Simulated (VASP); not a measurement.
# ZnS (P6_3mc) in VASP: notebook, part 2 of 2

VASP 6.6.1.

**3. Single point, PBE**

This run uses another cell than the first one, of 20.16 Å³/atom, 0.971 times its volume.

Contents of INCAR:

```
SYSTEM = ZnS
ALGO     = Normal         ! electronic algorithm
EDIFF    = 1E-6           ! SCF threshold, eV
ENCUT    = 520            ! plane-wave cutoff, eV
GGA      = PE             ! functional
ISIF     = 2              ! what is computed and relaxed
ISMEAR   = 0              ! smearing method
LASPH    = .TRUE.         ! aspherical terms in the spheres
LCHARG   = .FALSE.        ! write CHGCAR
LREAL    = .FALSE.        ! projectors in reciprocal space
LWAVE    = .FALSE.        ! write WAVECAR
NBANDS   = 66             ! bands
NELM     = 80             ! most SCF steps
PREC     = Accurate       ! precision mode
SIGMA    = 0.05           ! smearing width, eV
```

Contents of KPOINTS:

```
k-points
0
G
  6 6 2
  0 0 0
```

Contents of POSCAR:

```
ZnS
1.0
    3.8470247965      0.0000000000      0.0000000000
   -1.9235123982      3.3316212027      0.0000000000
    0.0000000000      0.0000000000     18.8731459565
Zn S
6 6
Direct
    0.0000000000      0.0000000000      0.0000297407
    0.0000000000      0.0000000000      0.5000297407
    0.3333333333      0.6666666667      0.1667881155
    0.6666666667      0.3333333333      0.6667881155
    0.6666666667      0.3333333333      0.3332709681
    0.3333333333      0.6666666667      0.8332709681
    0.0000000000      0.0000000000      0.1251143255
    0.0000000000      0.0000000000      0.6251143255
    0.3333333333      0.6666666667      0.2916430233
    0.6666666667      0.3333333333      0.7916430233
    0.6666666667      0.3333333333      0.4581538270
    0.3333333333      0.6666666667      0.9581538270
```

Potentials or basis: VASP PAW PBE potentials, release 64 (Zn, S).

The run is started by

```
$ cat potpaw_PBE.64/Zn/POTCAR potpaw_PBE.64/S/POTCAR > POTCAR
$ mpirun -np 1 vasp_std > vasp.out
```

OUTCAR:

```text
SYSTEM = ZnS
   EDIFF = 1E-6
   ENCUT = 520
   GGA = PE
   ISIF = 2
   ISMEAR = 0
   LASPH = .TRUE.
   LREAL = .FALSE.
   NELM = 80
   PREC = Accurate

 ion  position               nearest neighbor table
   1  0.000  0.000  0.000-  12 2.36  12 2.36  12 2.36   7 2.36
   2  0.000  0.000  0.500-  11 2.36  11 2.36  11 2.36   8 2.36
   3  0.333  0.667  0.167-   7 2.36   7 2.36   7 2.36   9 2.36
   4  0.667  0.333  0.667-   8 2.36   8 2.36   8 2.36  10 2.36
   5  0.667  0.333  0.333-   9 2.36   9 2.36   9 2.36  11 2.36
   6  0.333  0.667  0.833-  10 2.36  10 2.36  10 2.36  12 2.36
   7  0.000  0.000  0.125-   3 2.36   3 2.36   3 2.36   1 2.36
   8  0.000  0.000  0.625-   4 2.36   4 2.36   4 2.36   2 2.36
   9  0.333  0.667  0.292-   5 2.36   5 2.36   5 2.36   3 2.36
  10  0.667  0.333  0.792-   6 2.36   6 2.36   6 2.36   4 2.36
  11  0.667  0.333  0.458-   5 2.36   2 2.36   2 2.36   2 2.36
  12  0.333  0.667  0.958-   6 2.36   1 2.36   1 2.36   1 2.36

  LATTYP: Found a hexagonal cell.
 ALAT       =     3.8470247965
[... 207 lines left out ...]
      5     -10.4451      2.00000
      6     -10.1964      2.00000
[... 955 lines left out ...]
     65       8.7419      0.00000
     66       8.7419      0.00000

------------------------ aborting loop because EDIFF is reached ----------------------------------------

  FORCE on cell =-STRESS in cart. coord.  units (eV):
  Direction    XX          YY          ZZ          XY          YZ          ZX
  --------------------------------------------------------------------------------------
  -------------------------------------------------------------------------------------
  Total        0.3387185      0.3387185      0.2973825      0.0000000      0.0000000      0.0000000
  in kB        2.2434925      2.2434925      1.9697045      0.0000000      0.0000000      0.0000000
  external PRESSURE =       2.1522298 kB  Pullay stress =       0.0000000 kB

 VOLUME and BASIS-vectors are now :
 -----------------------------------------------------------------------------
  energy-cutoff  :      520.00
  volume of cell :      241.89
      direct lattice vectors                 reciprocal lattice vectors
     3.847024796  0.000000000  0.000000000     0.259941137  0.150077085  0.000000000
    -1.923512398  3.331621203  0.000000000     0.000000000  0.300154171  0.000000000
     0.000000000  0.000000000 18.873145957     0.000000000  0.000000000  0.052985337

 POSITION                                       TOTAL-FORCE (eV/Angst)
 -----------------------------------------------------------------------------------
      0.00000      0.00000      0.00056        -0.000000      0.000000     -0.000649
      0.00000      0.00000      9.43713         0.000000     -0.000000     -0.000649
     -0.00000      2.22108      3.14782         0.000000     -0.000000      0.003491
      1.92351      1.11054     12.58439        -0.000000      0.000000      0.003491
      1.92351      1.11054      6.28987         0.000000     -0.000000     -0.000915
     -0.00000      2.22108     15.72644        -0.000000     -0.000000     -0.000915
      0.00000      0.00000      2.36130         0.000000      0.000000      0.000776
      0.00000      0.00000     11.79787        -0.000000      0.000000      0.000776
     -0.00000      2.22108      5.50422        -0.000000      0.000000     -0.001184
      1.92351      1.11054     14.94079        -0.000000      0.000000     -0.001184
      1.92351      1.11054      8.64680         0.000000     -0.000000     -0.001519
     -0.00000      2.22108     18.08338         0.000000      0.000000     -0.001519
 -----------------------------------------------------------------------------------
    total drift:                               -0.000001     -0.000001     -0.000390

  FREE ENERGIE OF THE ION-ELECTRON SYSTEM (eV)
  ---------------------------------------------------
  free  energy   TOTEN  =       -41.0960863753 eV

  energy  without entropy=      -41.0960863753  energy(sigma->0) =      -41.09608638
```

OSZICAR:

```text
N       E                     dE             d eps       ncg     rms          rms(c)
DAV:   1     0.956647630560E+03    0.95665E+03   -0.48936E+04  1848   0.197E+03
DAV:   2     0.109794285024E+03   -0.84685E+03   -0.81317E+03  1848   0.474E+02
DAV:   3    -0.343688843776E+02   -0.14416E+03   -0.14077E+03  2024   0.171E+02
DAV:   4    -0.434745656153E+02   -0.91057E+01   -0.90470E+01  2164   0.435E+01
DAV:   5    -0.436579284285E+02   -0.18336E+00   -0.18315E+00  2216   0.620E+00    0.164E+01
DAV:   6    -0.410090087112E+02    0.26489E+01   -0.54421E+00  2774   0.428E+01    0.126E+01
DAV:   7    -0.412724229885E+02   -0.26341E+00   -0.82611E+00  2152   0.923E+00    0.461E+00
DAV:   8    -0.411019092373E+02    0.17051E+00   -0.63902E-01  2340   0.598E+00    0.152E+00
DAV:   9    -0.410951256588E+02    0.67836E-02   -0.17714E-01  2438   0.323E+00    0.503E-01
DAV:  10    -0.410952434759E+02   -0.11782E-03   -0.78217E-03  2182   0.115E+00    0.328E-01
DAV:  11    -0.410955901538E+02   -0.34668E-03   -0.14070E-03  2502   0.345E-01    0.232E-01
DAV:  12    -0.410961721468E+02   -0.58199E-03   -0.11567E-03  2028   0.291E-01    0.146E-01
DAV:  13    -0.410960743361E+02    0.97811E-04   -0.30374E-04  2480   0.189E-01    0.293E-02
DAV:  14    -0.410960835696E+02   -0.92335E-05   -0.82839E-05  2010   0.511E-02    0.112E-02
DAV:  15    -0.410960865451E+02   -0.29754E-05   -0.13292E-05  2150   0.346E-02    0.722E-03
DAV:  16    -0.410960863753E+02    0.16977E-06   -0.14130E-06  1246   0.189E-02
   1 F= -.41096086E+02 E0= -.41096086E+02  d E =-.230705E-13
```

It used 930 s of CPU time on 1 thread of AMD EPYC 7R13 Processor (Zen 3), with other jobs on the host.

What came out:

```yaml
Free_energy: -41.0961 eV
Pressure: 0.2 GPa
Largest_force: 0.003 eV/Å
Band_gap_on_the_k_mesh: 2.04 eV, direct
```

Forces in eV/Å, atoms in the order of the input:
```
Zn   0.000  0.000 -0.001
Zn   0.000  0.000 -0.001
Zn   0.000  0.000  0.003
Zn   0.000  0.000  0.003
Zn   0.000  0.000 -0.001
Zn   0.000  0.000 -0.001
S    0.000  0.000  0.001
S    0.000  0.000  0.001
S    0.000  0.000 -0.001
S    0.000  0.000 -0.001
S    0.000  0.000 -0.002
S    0.000  0.000 -0.002
```

**4. How close it comes**

Step 3. Against the measured gap of ZnS, 3.911 eV (direct; 4 K; a printed reference work, monograph), the calculated 2.04 eV is off by -1.87 eV. The value is that of PBE on a finite k mesh, which can miss the band edges, without temperature or zero-point motion. Semilocal functionals fall short of measured gaps as a rule.
